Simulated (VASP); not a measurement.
# Sb (R-3m) in VASP: a series of runs

The runs below take Sb through relaxation of the atoms, vibrations by finite differences, with PBE+D3(BJ).

Program: VASP 6.6.1. These are calculated values, not measurements. Logs are shortened: lines on timing, memory, paths and dates and some standing lists are left out, and cuts for length are marked.

### 1 The structure

Symmetry: R-3m, No. 166, trigonal system. The conventional cell has a = 4.361 Å, b = 4.361 Å, c = 10.958 Å, α = 90.00°, β = 90.00°, γ = 120.00°. Around Sb (site symmetry 3m) lie 3 Sb at 2.90 Å.

### 2 Relaxation of the atoms, PBE+D3(BJ) (a relaxed cell with its volume scaled by 0.98)

The input, INCAR:

```
PREC = Accurate
ENCUT = 520
EDIFF = 1E-7
ISMEAR = 0
SIGMA = 0.02
LREAL = F
LASPH = T
NELM = 100
ALGO = Normal
ISIF = 2
LWAVE = F
LCHARG = F
GGA = PE
IVDW = 12
IBRION = 2
NSW = 80
EDIFFG = -0.002
```

The input, KPOINTS:

```
Automatic mesh
0
Gamma
  3 3 3
```

The input, POSCAR:

```
Sb                                      
1.0
    2.1806105260      1.2589760744      3.6527567134
   -2.1806105260      1.2589760744      3.6527567134
    0.0000000000     -2.5179521486      3.6527567134
  Sb            
     2
Direct
     0.2318011591601916    0.2318011591601916    0.2318011591601916
     0.7681988408398084    0.7681988408398084    0.7681988408398084
```

Potentials or basis: VASP PAW PBE potentials, release 64 (Sb).

Command:

```sh
cat potpaw_PBE.64/Sb/POTCAR > POTCAR
mpirun -np 1 vasp_std > vasp.out
```

OUTCAR:

```text
PREC = Accurate
   ENCUT = 520
   EDIFF = 1E-7
   ISMEAR = 0
   LREAL = F
   LASPH = T
   NELM = 100
   ISIF = 2
   GGA = PE
   IVDW = 12
   IBRION = 2
   NSW = 80
   EDIFFG = -0.002
 IVDW          = 12

 ion  position               nearest neighbor table
   1  0.232  0.232  0.232-   2 2.89   2 2.89   2 2.89   2 3.36   2 3.36   2 3.36
   2  0.768  0.768  0.768-   1 2.89   1 2.89   1 2.89   1 3.36   1 3.36   1 3.36

  LATTYP: Found a trigonal (rhomboedric) cell.
 ALAT       =     4.4365205544
 COS(alpha) =     0.5168286127

  Lattice vectors:

 A1 = (   2.1806105260,   1.2589760744,   3.6527567134)
 A2 = (  -2.1806105260,   1.2589760744,   3.6527567134)
 A3 = (   0.0000000000,  -2.5179521486,   3.6527567134)

Analysis of symmetry for initial positions (statically):
=====================================================================
 Subroutine PRICEL returns:
 Original cell was already a primitive cell.

 Routine SETGRP: Setting up the symmetry group for a
 trigonal (rhombohedral) supercell.

 Subroutine GETGRP returns: Found 12 space group operations
 (whereof 12 operations were pure point group operations)
 out of a pool of 12 trial point group operations.

The static configuration has the point symmetry D_3d.

Analysis of symmetry for dynamics (positions and initial velocities):
=====================================================================
 Subroutine PRICEL returns:
 Original cell was already a primitive cell.

 Routine SETGRP: Setting up the symmetry group for a
 trigonal (rhombohedral) supercell.

 Subroutine GETGRP returns: Found 12 space group operations
 (whereof 12 operations were pure point group operations)
 out of a pool of 12 trial point group operations.

The dynamic configuration has the point symmetry D_3d.

 Subroutine INISYM returns: Found 12 space group operations
 (whereof 12 operations are pure point group operations),
 and found     1 'primitive' translations

----------------------------------------------------------------------------------------

                                     Primitive cell

  volume of cell :      60.1683

  direct lattice vectors                    reciprocal lattice vectors
     2.180610526  1.258976074  3.652756713     0.229293583  0.132382712  0.091255279
    -2.180610526  1.258976074  3.652756713    -0.229293583  0.132382712  0.091255279
     0.000000000 -2.517952149  3.652756713     0.000000000 -0.264765423  0.091255279

  length of vectors
     4.436520554  4.436520554  4.436520554     0.280050452  0.280050452  0.280050451

  position of ions in fractional coordinates (direct lattice)
     0.231801159  0.231801159  0.231801159
     0.768198841  0.768198841  0.768198841

  ion indices of the primitive-cell ions
   primitive index   ion index
                 1           1
                 2           2

----------------------------------------------------------------------------------------

 KPOINTS: Automatic mesh

Automatic generation of k-mesh.
 Grid dimensions read from file:
 generate k-points for:    3    3    3

 Generating k-lattice:

  Cartesian coordinates                     Fractional coordinates (reciprocal lattice)
     0.076431194  0.044127571  0.030418426     0.333333333 -0.000000000  0.000000000
    -0.076431194  0.044127571  0.030418426    -0.000000000  0.333333333  0.000000000
     0.000000000 -0.088255141  0.030418426    -0.000000000 -0.000000000  0.333333333

  Length of vectors
     0.093350151  0.093350151  0.093350150

  Shift w.r.t. Gamma in fractional coordinates (k-lattice)
     0.000000000  0.000000000  0.000000000

 Subroutine IBZKPT returns following result:
 ===========================================

 Found      6 irreducible k-points:

 Following reciprocal coordinates:
            Coordinates               Weight
  0.000000  0.000000  0.000000      1.000000
  0.333333 -0.000000  0.000000      6.000000
  0.333333  0.333333  0.000000      6.000000
 -0.333333  0.333333  0.000000      6.000000
  0.333333  0.333333  0.333333      2.000000
 -0.333333  0.333333  0.333333      6.000000
   k-points           NKPTS =      6   k-points in BZ     NKDIM =      6   number of bands    NBANDS=      9
   number of dos      NEDOS =    301   number of ions     NIONS =      2
   total plane-waves  NPLWV =  46656
   dimension x,y,z NGX =    36 NGY =   36 NGZ =   36
   dimension x,y,z NGXF=    72 NGYF=   72 NGZF=   72
   ions per type =               2
   NGX,Y,Z   is equivalent  to a cutoff of  13.49, 13.49, 13.49 a.u.
   NGXF,Y,Z  is equivalent  to a cutoff of  26.98, 26.98, 26.98 a.u.
 SYSTEM =  unknown system
   PREC   = accura    normal or accurate (medium, high low for compatibility)
   ISTART =      0    job   : 0-new  1-cont  2-samecut
   ICHARG =      2    charge: 1-file 2-atom 10-const
   ISPIN  =      1    spin polarized calculation?
   LNONCOLLINEAR =      F non collinear calculations
   LSORBIT =      F    spin-orbit coupling
   LASPH  =      T    aspherical Exc in radial PAW
   ENCUT  =  520.0 eV  38.22 Ry    6.18 a.u.   8.25  8.25  8.25*2*pi/ulx,y,z
   NELM   =    100;   NELMIN=  2; NELMDL= -5     # of ELM steps
   EDIFF  = 0.1E-06   stopping-criterion for ELM
   LREAL  =      F    real-space projection
   EDIFFG = -.2E-02   stopping-criterion for IOM
   NSW    =     80    number of steps for IOM
   IBRION =      2    ionic relax: 0-MD 1-quasi-New 2-CG
   NFREE  =      1    steps in history (QN), initial steepest desc. (CG)
   ISIF   =      2    stress and relaxation
   ISYM   =      2    0-nonsym 1-usesym 2-fastsym
   POTIM  = 0.5000    time-step for ionic-motion
   TEBEG  =    0.0;   TEEND  =   0.0 temperature during run
   PSTRESS=    0.0 pullay stress
   NELECT =      10.0000    total number of electrons
   NUPDOWN=      -1.0000    fix difference up-down
   EMIN   =  10.00;   EMAX   =-10.00  energy-range for DOS
   EFERMI =   0.00;   METHOD = LEGACY
   ISMEAR =     0;   SIGMA  =   0.02  broadening in eV -4-tet -1-fermi 0-gaus
   EFERMI_NEDOS =   21; number of points for ismear=-14 and -15
   IALGO  =     38    algorithm
   IMIX   =      4    mixing-type and parameters
     AMIX     =   0.40;   BMIX     =  1.00
     AMIX_MAG =   1.60;   BMIX_MAG =  1.00
  volume/ion in A,a.u.               =      30.08       203.02
  Fermi-wavevector in a.u.,A,eV,Ry     =   0.900089  1.700922 11.022908  0.810161
  Thomas-Fermi vector in A             =   2.023004
   LORBIT       =      0    0 simple, 1 ext, 2 COOP (PROOUT), +10 PAW based schemes
   GGA     = PE    functional components
   LHFCALC =     F    Hartree Fock is set to
   AEXX    =    0.0000 exact exchange contribution
   IVDW    =    12    specifies the selected vdW correction
   LEPSILON=     F    determine dielectric tensor
   LRPA    =     F    only Hartree local field effects (RPA)
 conjugate gradient relaxation of ions
 non-spin polarized calculation
 Gauss-broadening in eV      SIGMA  =   0.02
  energy-cutoff  :      520.00
  volume of cell :       60.17
 maximum number of plane-waves:      1627
 NGX is ok and might be reduce to    36
   NGX = 17   NGY = 17   NGZ = 17

--------------------------------------- Ionic step        1  -------------------------------------------

 number of electron      10.0000000 magnetization

 Free energy of the ion-electron system (eV)
  ---------------------------------------------------
  ext. energy  EPLUGINS =         0.00000000
  ---------------------------------------------------
  free energy    TOTEN  =        -8.36671118 eV

  energy without entropy =       -8.36671118  energy(sigma->0) =       -8.36671118

------------------------ aborting loop because EDIFF is reached ----------------------------------------

 Edisp (eV)   -0.94940

 E8    (eV) :    -0.4431

  FORCE on cell =-STRESS in cart. coord.  units (eV):
  Direction    XX          YY          ZZ          XY          YZ          ZX
  --------------------------------------------------------------------------------------
  -------------------------------------------------------------------------------------
  Total       0.51293     0.51293     0.40856    -0.00000     0.00000     0.00000
  in kB      13.65848    13.65848    10.87916    -0.00000     0.00000     0.00000
  external pressure =       12.73 kB  Pullay stress =        0.00 kB

 VOLUME and BASIS-vectors are now :
 -----------------------------------------------------------------------------
  energy-cutoff  :      520.00
  volume of cell :       60.17
      direct lattice vectors                 reciprocal lattice vectors
     2.180610526  1.258976074  3.652756713     0.229293583  0.132382712  0.091255279
    -2.180610526  1.258976074  3.652756713    -0.229293583  0.132382712  0.091255279
     0.000000000 -2.517952149  3.652756713     0.000000000 -0.264765423  0.091255279
[... 41 lines left out ...]
 POSITION                                       TOTAL-FORCE (eV/Angst)
 -----------------------------------------------------------------------------------
      0.00000      0.00000      2.54430         0.000000      0.000000      0.045248
      0.00000      0.00000      8.41397         0.000000     -0.000000     -0.045248
 -----------------------------------------------------------------------------------
    total drift:                               -0.000000      0.000000     -0.000000

  FREE ENERGIE OF THE ION-ELECTRON SYSTEM (eV)
  ---------------------------------------------------
  free  energy   TOTEN  =        -9.3166445651 eV

  energy  without entropy=       -9.3166445651  energy(sigma->0) =       -9.31664457

--------------------------------------- Ionic step        3  -------------------------------------------

 number of electron      10.0000000 magnetization

 Free energy of the ion-electron system (eV)
  ---------------------------------------------------
  ext. energy  EPLUGINS =         0.00000000
  ---------------------------------------------------
  free energy    TOTEN  =        -8.36749206 eV

  energy without entropy =       -8.36749206  energy(sigma->0) =       -8.36749206

 E-fermi :   6.6881     XC(G=0):  -9.5493

 val. band max:        6.5518514030   @ k =   0.3333  -0.0000   0.0000
 cond. band min:       7.9293528672   @ k =   0.3333   0.3333   0.3333
 fundamental gap:      1.3775014642
 Fermi energy:         6.6880818868

 k-point     1 :       0.0000    0.0000    0.0000
  band No.  band energies     occupation
      1      -5.3997      2.00000
      2       2.6048      2.00000
      3       5.3804      2.00000
      4       5.3804      2.00000
      5       5.5726      2.00000
      6       9.4128      0.00000
      7      10.0707      0.00000
      8      10.0707      0.00000
      9      12.2622      0.00000

 k-point     2 :       0.3333   -0.0000    0.0000
  band No.  band energies     occupation
      1      -4.2075      2.00000
      2      -0.7455      2.00000
      3       5.3304      2.00000
      4       5.6070      2.00000
      5       6.5519      2.00000
      6       7.9730      0.00000
      7       8.2853      0.00000
      8       8.3267      0.00000
      9      13.0702      0.00000
[... 72 lines left out ...]
 POSITION                                       TOTAL-FORCE (eV/Angst)
 -----------------------------------------------------------------------------------
      0.00000      0.00000      2.54889         0.000000      0.000000      0.001182
      0.00000      0.00000      8.40938         0.000000     -0.000000     -0.001182
 -----------------------------------------------------------------------------------
    total drift:                               -0.000000     -0.000000      0.000000

  FREE ENERGIE OF THE ION-ELECTRON SYSTEM (eV)
  ---------------------------------------------------
  free  energy   TOTEN  =        -9.3168472260 eV

  energy  without entropy=       -9.3168472260  energy(sigma->0) =       -9.31684723

 reached required accuracy - stopping structural energy minimisation
```

Wall time 15 s (1 thread of Intel Xeon Platinum 8488C (Sapphire Rapids), shared host); peak memory 0.2 GiB.

What came out:

| Quantity | Value |
| --- | --- |
| Free energy | -9.3168 eV |
| Energy gained by relaxing | 0.4 meV/atom |
| Ionic steps | 3 |
| Pressure after relaxing | 1.1 GPa |
| Band gap on the k mesh | 1.38 eV, indirect (least direct gap 1.40 eV) |
| Dispersion energy per atom | -0.475 eV |

The path:
```
step  energy change (eV)  largest force (eV/Å)  pressure (GPa)
   1              0.0000                0.0863            1.27
   2             -0.0005                0.0452            1.18
   3             -0.0007                0.0012            1.08
```

Final structure:
```
Sb
1.0
     2.18061    1.25898    3.65276
    -2.18061    1.25898    3.65276
     0.00000   -2.51795    3.65276
Sb
2
Direct
  0.23260 0.23260 0.23260
  0.76740 0.76740 0.76740
```

Caveat: the k mesh is coarse (spacing up to 0.59 Å⁻¹), so the values aren't converged; spin-orbit coupling is left out, which moves the levels of the heavy elements; an odd mesh through Γ misses points on the zone boundary, where band edges often lie.

(Part 1 of 2 ends here.)
